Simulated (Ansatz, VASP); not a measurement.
Two plane-wave programs on NaH

```
Na H
1.0
     3.97165    0.00000    0.00000
    -1.98583    3.43955    0.00000
     0.00000    0.00000    4.87402
Na H
2 2
Cartesian
  0.0000 2.2930 -0.3047
  1.9858 1.1465 2.1323
  0.0000 2.2930 2.1325
  1.9858 1.1465 4.5695
```

Alike in both runs: task single point; functional PBE; k mesh 6 × 6 × 4; no spin polarisation.

|  | VASP | Ansatz |
| --- | --- | --- |
| version | VASP 6.6.1 | Ansatz 0.2.0 |
| potentials or method | VASP PAW PBE potentials, release 64 (Na_pv, H) | plane waves, PAW |
| plane-wave cutoff (eV) | 520 | 420 |
| occupations | gaussian, width 0.01 eV | fixed |
| valence electrons in the cell | 16 | 20 |

```tsv
	VASP	Ansatz	Ansatz less VASP
gap on the k mesh at the Fermi level (eV)	3.34	3.34	-0.001
pressure (GPa)	0.0	0.0	+0.03
```

The two sets of potentials don't hold the same shells in valence.

A k mesh can miss the band edges.
